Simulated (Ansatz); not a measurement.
# ZnS (F-43m) at 2 levels of theory

One geometry, relaxed with PBE; plane waves with PAW potentials in Ansatz, scalar-relativistic. No spin polarisation. Gaps are the least over mesh and band path; pressure is positive in compression.

```cif
data_structure
_symmetry_space_group_name_H-M 'F-43m'
_symmetry_Int_Tables_number 216
_cell_length_a 5.4432
_cell_length_b 5.4432
_cell_length_c 5.4432
_cell_angle_alpha 90.000
_cell_angle_beta 90.000
_cell_angle_gamma 90.000
_cell_volume 161.27
loop_
_atom_site_label
_atom_site_type_symbol
_atom_site_symmetry_multiplicity
_atom_site_Wyckoff_symbol
_atom_site_fract_x
_atom_site_fract_y
_atom_site_fract_z
_atom_site_occupancy
Zn1 Zn 4 d 0.25000 0.25000 0.75000 1
S1 S 4 a 0.00000 0.00000 0.00000 1
```

```csv
level,cutoff (eV),k mesh,gap (eV),pressure (GPa)
PBE,420,8×8×8,2.02,0.0
```

Question: What comes out on the same cell with LDA?

Answer:
```csv
level,cutoff (eV),k mesh,gap (eV),pressure (GPa)
LDA,420,8×8×8,1.76,-5.9
```

It comes from a database structure that was distorted and then relaxed.
